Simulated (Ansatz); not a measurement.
PbS in Ansatz: the effect of functional

Crystal: PbS.

```
Pb S
1.0
     3.62914    0.00000    0.00000
     0.00000    3.62914    0.00000
     0.00000    0.00000    3.62914
Pb S
1 1
Direct
  0.00000 0.00000 0.00000
  0.50000 0.50000 0.50000
```

Measurements of this composition are mostly on another form, of space group No. 225.

The cell isn't the ideal one: volume scaled by 0.98.

Alike in all runs:

* Program: Ansatz 0.2.0
* Task: single point
* Potentials or basis: Ansatz PAW
* k mesh: 7 × 7 × 7
* Occupations: fermi-dirac, width 0.05 eV
* Spin: no spin polarisation

| functional | cutoff | gap on the mesh (eV) | pressure (GPa) |
| --- | --- | --- | --- |
| LDA | 420 eV (not typed: the program's choice for these potentials) | ? | ? |
| PBEsol | 420 eV (not typed: the program's choice for these potentials) | none | -2.6 |
| r2SCAN | 500 eV (not typed: the program's choice for these potentials) | 0.27 | 0.5 |

Task: What does the run with functional LDA give?

Result: gap on the mesh none; pressure -4.4 GPa.

Caveats: the PAW data sets come from PBE, with cores solved anew for the run's functional, which leaves a small shift of forces and pressure; odd divisions of the mesh miss points on the zone boundary, where band edges often lie, so the gap on the mesh can be too wide (some runs); spin-orbit coupling is left out, which as a rule narrows the gap of such compounds by several tenths of an eV (some runs).

A k mesh can miss the band edges.

A gap of «none» marks a metal or a gap under the smearing width.
